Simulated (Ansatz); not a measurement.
## Nb (fcc)

The computed numbers are results of HSE06, scalar-relativistic (no spin polarisation) in the plane-wave PAW code Ansatz at 420 eV, Γ-centred 8×8×8 mesh, 0.05 eV Gaussian smearing; PAW files: Ansatz's generated set soft_2.

```
Nb
1.0
     0.00000    2.09838    2.09838
     2.09838    0.00000    2.09838
     2.09838    2.09838    0.00000
Nb
1
Direct
  0.00000 0.00000 0.00000
```

At room temperature and ambient pressure Nb is bcc.

At this volume the pressure is 0.20 GPa; it isn't quite the equilibrium of this level of theory.

| Item | Value |
| --- | --- |
| Space group | Fm-3m (No. 225) |
| Volume | 18.48 Å³/atom |

**Question.** Estimate the band gap at this level of theory (HSE06).

**Answer.** zero (metallic).

With 13 valence electrons in the calculation's cell and no magnetic order, the bands, two electrons each, can't all be full or empty: band theory demands a metal. (Only strong correlation, outside this picture, could make a Mott insulator of it.)

Pressures of hybrids are less tightly converged. For a metal under a hybrid functional this mesh is coarse.
